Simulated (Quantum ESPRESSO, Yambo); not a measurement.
# Excitons of SiC (F-43m) on ever denser meshes, part 2 of 2

Wanted: excitons and ε₂ of SiC (F-43m), with cost.

Quantum ESPRESSO 7.5 and Yambo 5.3.0; PBE and many-body steps on it, plane waves. Known limits of the many-body steps: not at the basis limit; coarse k mesh; bindings not settled in the k mesh.

So far. Step 20 (Triplet (no exchange term)): The lowest triplet lies at 5.326 eV; without spin-orbit coupling triplets are dark, so no spectrum is read. Step 21 (Empty states on the mesh, 12×12×12 mesh, 12 bands): On this mesh the gap is 1.361 eV.

## 23. k mesh (12×12×12)

This step: Bethe-Salpeter equation on PBE with a scissors shift, plane waves, norm-conserving pseudopotentials.

bse15.in

```
optics
bss
bse
em1s
dipoles
rim_cut
RandQpts= 1000000
RandGvec= 1 RL
Chimod= "HARTREE"
BSKmod= "SEX"
BSEmod= "resonant"
BSSmod= "d"
BSENGexx= 20 Ry
BSENGBlk= 4 Ry
% BSEQptR
 1 | 1 |
%
% BSEBands
 2 | 5 |
%
% BEnRange
 0 | 8 | eV
%
% BDmRange
 0.1 | 0.1 | eV
%
BEnSteps= 161
% BLongDir
 1 | 0 | 0 |
%
% BndsRnXs
 1 | 12 |
%
NGsBlkXs= 4 Ry
% LongDrXs
 1 | 1 | 1 |
%
% KfnQP_E
 0.986 | 1.0 | 1.0 |
%
WRbsWF
FFTGvecs= 33 Ry
```

Launch:

```console
> OMP_NUM_THREADS=1 mpirun -n 4 yambo -F bse15.in -J bse15 -C bse15 > bse15.log
```

Run time: 7.5 min. Hardware: 4 MPI ranks of Arm Neoverse V1, shared host; peak memory 4.7 GiB.

This step gave:

| Item | Value |
| --- | --- |
| transitions in the window | 5184 |
| direct gap of the transition levels | 5.539 eV |
| lowest state | 5.363 eV |
| first strong exciton (over a fiftieth of the strongest listed) | 5.364 eV |
| binding of the lowest state below the direct gap | 0.1765 eV |
| Coulomb term of one mesh cell | 0.1865 eV |

The binding is 0.95 times the screened Coulomb term of one mesh cell (0.19 eV), so it is not shown settled.

The lowest state lies at 5.363 eV, 0.176 eV under the direct gap.

## 24. Triplet (no exchange term)

bse16.in, as its differences from bse15.in of step 23:

```diff
@@ -12,3 +12,3 @@
 BSSmod= "d"
-BSENGexx= 20 Ry
+BSENGexx= 1 RL
 BSENGBlk= 4 Ry
```

Launch:

```console
> OMP_NUM_THREADS=1 mpirun -n 4 yambo -F bse16.in -J bse16,bse15_W -C bse16 > bse16.log
```

Run time: 6.7 min. Hardware: 4 MPI ranks; peak memory 3 GiB; 27 min of CPU time.

The lowest triplet lies at 5.357 eV; without spin-orbit coupling triplets are dark, so no spectrum is read.

## 25. Spectrum in a wider window

bse17.in

```
optics
bss
bse
em1s
dipoles
rim_cut
RandQpts= 1000000
RandGvec= 1 RL
Chimod= "HARTREE"
BSKmod= "SEX"
BSEmod= "resonant"
BSSmod= "h"
BSENGexx= 20 Ry
BSENGBlk= 4 Ry
% BSEQptR
 1 | 1 |
%
% BSEBands
 2 | 8 |
%
% BEnRange
 0 | 11 | eV
%
% BDmRange
 0.1 | 0.1 | eV
%
BEnSteps= 111
% BLongDir
 1 | 0 | 0 |
%
% BndsRnXs
 1 | 12 |
%
NGsBlkXs= 4 Ry
% LongDrXs
 1 | 1 | 1 |
%
% KfnQP_E
 0.986 | 1.0 | 1.0 |
%
BSHayTrs= -0.02
FFTGvecs= 33 Ry
```

Launch:

```console
> OMP_NUM_THREADS=1 mpirun -n 4 yambo -F bse17.in -J bse17,bse15_W -C bse17 > bse17.log
```

The job ended after 5.4 min (4 MPI ranks; peak memory 4.8 GiB).

Numbers from this step:

```yaml
transitions_in_the_window: 20736
direct_gap_of_the_transition_levels: 5.539 eV
```

## 26. The runs together

Times are wall times on 4 MPI ranks of Arm Neoverse V1, shared host, good to a factor of about two.

| run | mesh | transitions | broadening (eV) | direct gap (eV) | lowest state (eV) | binding (eV) | mesh cell's term (eV) | tallest peak (eV) | height | time |
| --- | --- | --- | --- | --- | --- | --- | --- | --- | --- | --- |
| excitons | 4×4×4 | 192 | 0.1 | 5.539 | 5.169 | 0.370 | 0.420 | 6.40 | 121 | 2.8 s |
| triplet (no exchange term) | 4×4×4 | 192 | 0.1 | 5.539 | 5.128 | 0.411 | 0.420 | - | - | 1.1 s |
| k mesh (6×6×6) | 6×6×6 | 648 | 0.1 | 5.539 | 5.228 | 0.311 | 0.344 | 7.05 | 38.2 | 5 s |
| triplet (no exchange term) | 6×6×6 | 648 | 0.1 | 5.539 | 5.212 | 0.327 | 0.344 | - | - | 2.6 s |
| k mesh (8×8×8) | 8×8×8 | 1536 | 0.1 | 5.539 | 5.288 | 0.251 | 0.274 | 6.60 | 25.5 | 20 s |
| triplet (no exchange term) | 8×8×8 | 1536 | 0.1 | 5.539 | 5.279 | 0.260 | 0.274 | - | - | 15 s |
| k mesh (10×10×10) | 10×10×10 | 3000 | 0.1 | 5.539 | 5.332 | 0.207 | 0.223 | 7.00 | 30.6 | 1.7 min |
| triplet (no exchange term) | 10×10×10 | 3000 | 0.1 | 5.539 | 5.326 | 0.213 | 0.223 | - | - | 96 s |
| k mesh (12×12×12) | 12×12×12 | 5184 | 0.1 | 5.539 | 5.363 | 0.176 | 0.186 | 7.20 | 28.3 | 7.5 min |
| triplet (no exchange term) | 12×12×12 | 5184 | 0.1 | 5.539 | 5.357 | 0.182 | 0.186 | - | - | 6.7 min |
| spectrum in a wider window | 12×12×12 | 20736 | 0.1 | 5.539 | - | - | - | 7.10 | 36.3 | 5.4 min |

## 27. Results

| Quantity | Value |
| --- | --- |
| excitons | lowest state 5.169 eV (not settled in the k mesh) |
| triplet (no exchange term) | lowest state 5.128 eV (not settled in the k mesh) |
| k mesh (6×6×6) | lowest state 5.228 eV (not settled in the k mesh) |
| triplet (no exchange term) | lowest state 5.212 eV (not settled in the k mesh) |
| k mesh (8×8×8) | lowest state 5.288 eV (not settled in the k mesh) |
| triplet (no exchange term) | lowest state 5.279 eV (not settled in the k mesh) |
| k mesh (10×10×10) | lowest state 5.332 eV (not settled in the k mesh) |
| triplet (no exchange term) | lowest state 5.326 eV (not settled in the k mesh) |
| k mesh (12×12×12) | lowest state 5.363 eV (not settled in the k mesh) |
| triplet (no exchange term) | lowest state 5.357 eV (not settled in the k mesh) |

**Reading.** On the 4×4×4 mesh the lowest exciton lies at 5.169 eV, 0.370 eV below the direct gap; one cell of the mesh carries a screened Coulomb term of 0.42 eV, so this binding is not shown settled. That state is dark or weak; the first strong one lies at 5.179 eV. Bindings below are those of the lowest state. Between the two densest meshes the binding falls by 0.83 of the fall in the mesh cell's term (the screened Coulomb energy of a charge repeated on the supercell that the mesh stands for). The binding is still 0.9 times that term, so the mesh does not resolve the exciton and no limit can be drawn. Triplet (no exchange term), against «excitons (4×4×4)»: the lowest state moves by −0.040 eV (keys changed: BSENGexx). Triplets are dark. k mesh (6×6×6), against «excitons (4×4×4)»: the lowest state moves by +0.059 eV. Triplet (no exchange term), against «k mesh (6×6×6)»: the lowest state moves by −0.015 eV (keys changed: BSENGexx). Triplets are dark. k mesh (8×8×8), against «k mesh (6×6×6)»: the lowest state moves by +0.061 eV. Triplet (no exchange term), against «k mesh (8×8×8)»: the lowest state moves by −0.009 eV (keys changed: BSENGexx). Triplets are dark. k mesh (10×10×10), against «k mesh (8×8×8)»: the lowest state moves by +0.044 eV. Triplet (no exchange term), against «k mesh (10×10×10)»: the lowest state moves by −0.006 eV (keys changed: BSENGexx). Triplets are dark. k mesh (12×12×12), against «k mesh (10×10×10)»: the lowest state moves by +0.030 eV. Triplet (no exchange term), against «k mesh (12×12×12)»: the lowest state stays within 0.01 eV (keys changed: BSENGexx). Triplets are dark. A rigid shift treats all transitions alike. In the G0W0 table the openings from the upper filled bands to the empty bands at the same k run from +0.82 to +1.17 eV (median +0.94), where the shift is +0.99 eV, so peaks stand off by such differences. Lines within a few meV of each other can be one level split by numerical noise, or distinct levels. Screening is static and electronic alone, and only transitions inside the band window count. The 4×4×4 mesh is coarse for this cell, which bears on the long-range parts of exchange and screening.

[Paths, hosts, dates, memory and timing lines, banners, echoed tables and standing remarks are left out of the program output.]

[Logs are printed without paths, hosts, clocks, repeated set-up lines and the standing remarks that a program may print on its own settings, such as how far it seeks lower states.]

[Runs of the session that timed out or met a known fault of the program may be left out.]

[Hosts, paths, dates, database ids (printed as entryN), source tags and the programs' standing remarks are cut or masked in the printed files.]
